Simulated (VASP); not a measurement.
# Al: molecular dynamics with a thermostat

Al, Im-3m (no. 229), 16 atoms in the cell. PBE, molecular dynamics; PAW potentials Al (PBE set).

Ensemble: Nose-Hoover chain; Target temperature (K): 1600.

## Input

INCAR:
```
GGA      = PE             # functional
PREC     = Normal         # precision mode
ENCUT    = 240            # plane-wave cutoff, eV
EDIFF    = 1E-6           # SCF threshold, eV
NELMIN   = 4            
NELM     = 60             # most SCF steps
ALGO     = Fast           # electronic algorithm
LREAL    = Auto         
LASPH    = True           # aspherical terms in the spheres
ISMEAR   = -1             # smearing method
SIGMA    = 0.069          # smearing width, eV
ISYM     = 0            
LWAVE    = False          # write WAVECAR
LCHARG   = False          # write CHGCAR
IBRION   = 0              # ionic algorithm
NSW      = 60             # ionic steps
POTIM    = 2.0            # step
TEBEG    = 1600         
ISIF     = 2              # what is computed and relaxed
RANDOM_SEED= 991486 0 0   
MDALGO   = 4            
NHC_NCHAINS= 3            
NHC_PERIOD= 30           
KPAR     = 2             
```

KPOINTS:
```
k-points
0
Monkhorst-Pack
  2 2 2
```

POSCAR:
```
Al
1.0
    6.3648747600      0.0000000000      0.0000000000
    0.0000000000      6.3648747600      0.0000000000
    0.0000000000      0.0000000000      6.3648747600
Al
16
Direct
    0.0000000000      0.0000000000      0.0000000000
    0.0000000000      0.0000000000      0.5000000000
    0.0000000000      0.5000000000      0.0000000000
    0.0000000000      0.5000000000      0.5000000000
    0.5000000000      0.0000000000      0.0000000000
    0.5000000000      0.0000000000      0.5000000000
    0.5000000000      0.5000000000      0.0000000000
    0.5000000000      0.5000000000      0.5000000000
    0.2500000000      0.2500000000      0.2500000000
    0.2500000000      0.2500000000      0.7500000000
    0.2500000000      0.7500000000      0.2500000000
    0.2500000000      0.7500000000      0.7500000000
    0.7500000000      0.2500000000      0.2500000000
    0.7500000000      0.2500000000      0.7500000000
    0.7500000000      0.7500000000      0.2500000000
    0.7500000000      0.7500000000      0.7500000000
```

Commands:
```
cat potpaw_PBE.64/Al/POTCAR > POTCAR
mpirun -np 2 vasp_std > vasp.out
```

## Result

- Mean temperature (K): 1350
- Standard error of the mean temperature (K): 112
- Relative fluctuation of the kinetic energy: 0.223
- Canonical value of that fluctuation: 0.211
- Rise of the mean potential energy above the start (meV/atom): 75.9
- Electronic steps per ionic step after the first: 4.7

Course of the run:

| Time (fs) | Temperature (K) | Potential energy less the first (meV/atom) |
|---|---|---|
| 2 | 1600 | 0.0 |
| 12 | 1408 | 23.4 |
| 20 | 1022 | 71.1 |
| 30 | 739 | 108.0 |
| 38 | 917 | 90.6 |
| 48 | 1341 | 49.9 |
| 56 | 1593 | 32.5 |
| 66 | 1703 | 37.5 |
| 74 | 1673 | 54.6 |
| 84 | 1487 | 90.8 |
| 92 | 1232 | 130.2 |
| 102 | 1174 | 145.9 |
| 110 | 1463 | 118.2 |
| 120 | 1779 | 89.1 |

REPORT:
```
MDALGO =   4
           NHC_NCHAINS =   3
            NHC_PERIOD =    30
            NHC_NRESPA =    1
                NHC_NS =  1
               SCALING =       0
                 CNEXP =     9.000   14.000
           RANDOM_SEED =            991486                0                0

   original number of atomic DOF:         45
   number of independent constraints:      0
   number of active DOF:                  45

========================================
         MD step No.       1
========================================

  Atomic velocities initialized by STEP_tb

  >Nose-Hoover_chains
                       xs       vs(fs^-1)
   nhc_s>   0.34856094E-10   0.69704926E-10
   nhc_s>  -0.13889371E-03  -0.27779707E-03
   nhc_s>  -0.13888889E-03  -0.27773919E-03

  >Energies
                    E_tot             E_pot             E_kin               EPS                ES
   e_b>   -0.53410113E+02   -0.56512373E+02    0.31022596E+01    0.38296832E-04   -0.38299941E-04

  >Temperature
               T_sim     T_inst
   tmprt>   1600.000   1600.000

           RANDOM_SEED =            991486               96                0

[... steps left out ...]

========================================
         MD step No.      60
========================================

  >Nose-Hoover_chains
                       xs       vs(fs^-1)
   nhc_s>  -0.32979766E+00  -0.19108578E-02
   nhc_s>   0.10286109E+01   0.32532098E-01
   nhc_s>  -0.12377430E+01   0.57929399E-03

  >Energies
                    E_tot             E_pot             E_kin               EPS                ES
   e_b>   -0.53408636E+02   -0.55086201E+02    0.34491145E+01    0.30352127E+00   -0.20750702E+01

  >Temperature
               T_sim     T_inst
   tmprt>   1600.000   1778.892

           RANDOM_SEED =            991486               96                0
```

OSZICAR:
```
N       E                     dE             d eps       ncg     rms          rms(c)
DAV:   1     0.302743581807E+02    0.30274E+02   -0.10369E+04   264   0.614E+02
DAV:   2    -0.533099349764E+02   -0.83584E+02   -0.77785E+02   336   0.106E+02
DAV:   3    -0.568742191980E+02   -0.35643E+01   -0.33415E+01   336   0.188E+01
DAV:   4    -0.569225455885E+02   -0.48326E-01   -0.48116E-01   303   0.227E+00
DAV:   5    -0.569236309258E+02   -0.10853E-02   -0.10849E-02   336   0.253E-01    0.637E+00
RMM:   6    -0.566830360559E+02    0.24059E+00   -0.27079E-02   264   0.649E-01    0.367E+00
RMM:   7    -0.565135673254E+02    0.16947E+00   -0.77128E-02   264   0.103E+00    0.436E-01
RMM:   8    -0.565123565257E+02    0.12108E-02   -0.50428E-03   264   0.294E-01    0.352E-02
RMM:   9    -0.565123845870E+02   -0.28061E-04   -0.40433E-04   264   0.107E-01    0.592E-02
RMM:  10    -0.565123892445E+02   -0.46575E-05   -0.50560E-05   265   0.278E-02    0.948E-02
RMM:  11    -0.565123763525E+02    0.12892E-04   -0.10531E-05   224   0.114E-02    0.101E-01
RMM:  12    -0.565123727814E+02    0.35711E-05   -0.17750E-06   178   0.527E-03    0.604E-02
[... left out ...]
     59 T=  1736. E= -.53395242E+02 F= -.55030841E+02 E0= -.54964687E+02  EK= 0.33798E+01 SP= -.21E+01 SK= 0.31E+00
[... last step whole ...]
       N       E                     dE             d eps       ncg     rms          rms(c)
DAV:   1    -0.550860514107E+02   -0.55210E-01   -0.12785E-02   384   0.117E+00    0.179E-02
RMM:   2    -0.550861859340E+02   -0.13452E-03   -0.13533E-03   264   0.162E-01    0.732E-03
RMM:   3    -0.550861994642E+02   -0.13530E-04   -0.13919E-04   270   0.490E-02    0.831E-03
RMM:   4    -0.550862011106E+02   -0.16464E-05   -0.19047E-05   271   0.176E-02    0.800E-03
RMM:   5    -0.550862011574E+02   -0.46798E-07   -0.34312E-06   196   0.734E-03
     60 T=  1779. E= -.53395748E+02 F= -.55086201E+02 E0= -.55020392E+02  EK= 0.34620E+01 SP= -.21E+01 SK= 0.30E+00
```

Limits: 120 fs of 16 atoms are too short for converged averages.

VASP 6.6.1 took 178 s on 2 cores (AMD EPYC 7R43 (Zen 3)), a shared host.
